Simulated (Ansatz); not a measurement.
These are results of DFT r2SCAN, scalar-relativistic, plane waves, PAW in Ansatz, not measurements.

Structure of InP3:

```
In P
1.0
     3.74150    2.16016    3.36925
    -3.74150    2.16016    3.36925
     0.00000   -4.32031    3.36925
In P
2 6
Direct
  0.27025 0.27025 0.27025
  0.72975 0.72975 0.72975
  0.79829 0.24470 0.79829
  0.79829 0.79829 0.24470
  0.24470 0.79829 0.79829
  0.20171 0.75530 0.20171
  0.75530 0.20171 0.20171
  0.20171 0.20171 0.75530
```

Cutoff 500 eV; k points 6×6×6 on the computed 8-atom cell (Γ-centred); Gaussian smearing, width 0.10 eV; no spin polarisation.

Levels along Γ–T–H2 | H0–L–Γ–S0 | S2–F–Γ, in eV from the Fermi level, sorted by energy at each point. Points in fractions of the primitive reciprocal vectors: Γ (0.000 0.000 0.000), T (0.500 0.500 0.500), H2 (0.559 0.441 0.500), H0 (0.500 -0.441 0.441), L (0.500 0.000 0.000), S0 (0.470 -0.470 0.000), S2 (0.530 0.000 0.470), F (0.500 0.000 0.500).
```
point k (1/Å, with 2π) band 25  band 26  band 27  band 28  band 29  band 30  band 31
    Γ             0.000    -2.21    -1.90    -0.73    -0.73    -0.11    -0.10     2.56
    -             0.133    -2.12    -1.82    -0.75    -0.72    -0.72     0.90     2.68
    -             0.266    -1.87    -1.87    -0.66    -0.66    -0.30     1.78     2.92
    -             0.400    -1.50    -1.50    -0.57    -0.57     0.38     2.30     2.98
    -             0.533    -1.04    -1.04    -0.42    -0.42     1.02     2.42     2.72
    -             0.666    -0.55    -0.55    -0.21    -0.21     1.62     2.32     2.35
    -             0.799    -0.15    -0.15     0.06     0.06     2.07     2.08     2.08
    T             0.932    -0.01    -0.01     0.22     0.22     1.98     2.05     2.05
    -             0.947    -0.01    -0.01     0.22     0.22     1.98     2.06     2.06
    -             0.961    -0.04    -0.01     0.21     0.22     2.00     2.06     2.07
    -             0.975    -0.07    -0.02     0.20     0.22     2.02     2.06     2.08
    -             0.989    -0.12    -0.03     0.19     0.21     2.04     2.07     2.10
    -             1.004    -0.17    -0.05     0.16     0.20     2.06     2.09     2.13
    -             1.018    -0.23    -0.06     0.14     0.20     2.07     2.12     2.16
   H2             1.032    -0.30    -0.09     0.11     0.19     2.08     2.15     2.20
   H0             1.032    -0.30    -0.09     0.11     0.19     2.08     2.15     2.20
    -             1.138    -0.93    -0.32    -0.23     0.06     2.17     2.28     2.49
    -             1.244    -1.30    -0.68    -0.64    -0.15     2.10     2.31     2.90
    -             1.349    -1.41    -1.06    -1.00    -0.37     1.77     2.48     3.09
    -             1.455    -1.64    -1.27    -1.26    -0.58     1.43     2.69     3.11
    -             1.561    -2.02    -1.42    -1.23    -0.77     1.11     2.90     3.08
    -             1.666    -2.39    -1.47    -1.16    -0.92     0.86     2.91     3.07
    L             1.772    -2.53    -1.47    -1.11    -0.99     0.75     2.78     3.14
    -             1.854    -2.52    -1.43    -1.24    -1.06     0.86     2.59     3.12
    -             1.937    -2.54    -1.59    -1.31    -1.16     0.96     2.20     2.97
    -             2.019    -2.41    -1.99    -1.16    -1.15     0.66     1.90     2.87
    -             2.101    -2.27    -2.00    -1.09    -1.00     0.16     1.48     2.76
    -             2.183    -2.29    -1.59    -1.13    -0.86    -0.20     0.93     2.68
    -             2.266    -2.24    -1.62    -0.99    -0.77    -0.26     0.36     2.61
    Γ             2.348    -2.21    -1.90    -0.73    -0.73    -0.11    -0.10     2.56
    -             2.461    -2.23    -1.43    -1.29    -0.79     0.02     0.32     2.69
    -             2.574    -2.27    -2.09    -1.05    -0.92     0.40     0.82     2.97
    -             2.687    -2.28    -2.00    -1.29    -0.68     0.99     1.23     3.31
    -             2.799    -1.98    -1.66    -1.46    -0.46     1.57     1.71     3.45
    -             2.912    -1.88    -1.58    -0.89    -0.32     1.80     2.48     3.08
    -             3.025    -1.65    -1.10    -0.41    -0.34     1.84     2.35     2.76
   S0             3.138    -1.35    -0.78    -0.52    -0.08     1.69     1.92     2.67
   S2             3.138    -1.35    -0.78    -0.52    -0.08     1.69     1.92     2.67
    -             3.145    -1.33    -0.77    -0.53    -0.07     1.68     1.91     2.67
    -             3.152    -1.32    -0.76    -0.53    -0.06     1.67     1.90     2.67
    -             3.159    -1.31    -0.75    -0.54    -0.05     1.67     1.89     2.66
    -             3.166    -1.31    -0.75    -0.55    -0.04     1.66     1.88     2.66
    -             3.173    -1.30    -0.74    -0.55    -0.04     1.66     1.88     2.66
    -             3.180    -1.30    -0.74    -0.55    -0.03     1.65     1.87     2.66
    F             3.188    -1.30    -0.74    -0.56    -0.03     1.65     1.87     2.66
    -             3.300    -1.44    -0.91    -0.57    -0.11     1.72     2.01     2.72
    -             3.413    -1.69    -1.30    -0.67    -0.32     1.54     2.35     2.96
    -             3.526    -1.81    -1.66    -1.02    -0.45     1.00     2.71     2.99
    -             3.638    -2.22    -1.47    -1.43    -0.55     0.36     2.23     3.04
    -             3.751    -2.00    -1.86    -1.18    -0.64    -0.22     1.47     2.94
    -             3.863    -2.12    -1.65    -1.03    -0.71    -0.43     0.66     2.67
    Γ             3.976    -2.21    -1.90    -0.73    -0.73    -0.11    -0.10     2.56
```

Cost: 1 run of about 1.8 core-minutes, on Intel Xeon 6975P-C (Granite Rapids) (shared hosts).